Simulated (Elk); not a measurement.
Planning a run of Elk 11.2.3 (patched build) on AlAs (F-43m). The input:

```
tasks
  185
  186
  187

xctype
  20

rgkmax
  8.5

gmaxvr
  18.0

lmaxapw
  10

lmaxo
  8

nxlo
  2

lorbcnd
  .true.

autolinengy
  .true.

tshift
  .false.

ngridk
  6 6 6

vkloff
  0.05 0.15 0.25

nempty
  10

swidth
  0.00551

scissor
  0.04191

gmaxrf
  2.5

wplot
  243 100 0
  0.0 0.4481

optcomp
  1 1
  2 2
  3 3

nvbse
  2

ncbse
  2

sppath
  './'

avec
  0.0000000000 5.3486808231 5.3486808231
  5.3486808231 0.0000000000 5.3486808231
  5.3486808231 5.3486808231 -0.0000000000

atoms
  2
  'Al.in'
  1
  0.0000000000 0.0000000000 0.0000000000
  'As.in'
  1
  0.2500000000 0.2500000000 0.2500000000
```

```sh
OMP_NUM_THREADS=4 elk > log
```

Q: Estimate wall time and host memory on 4 threads of Arm Neoverse V1, shared host.

It took 5.6 min; on shared hardware allow 2.8 min to 11 min. Peak host memory was 0.17 GiB.

The kernel grows as the square of the matrix size, and full diagonalisation as its cube.

[Paths, hosts, dates, memory and timing lines, banners, echoed tables and standing remarks are left out of the program output.]

[Logs are printed without paths, hosts, clocks, repeated set-up lines and the standing remarks that a program may print on its own settings, such as how far it seeks lower states.]

[Runs of the session that timed out or met a known fault of the program may be left out.]

[Hosts, paths, dates, database ids (printed as entryN), source tags and the programs' standing remarks are cut or masked in the printed files.]
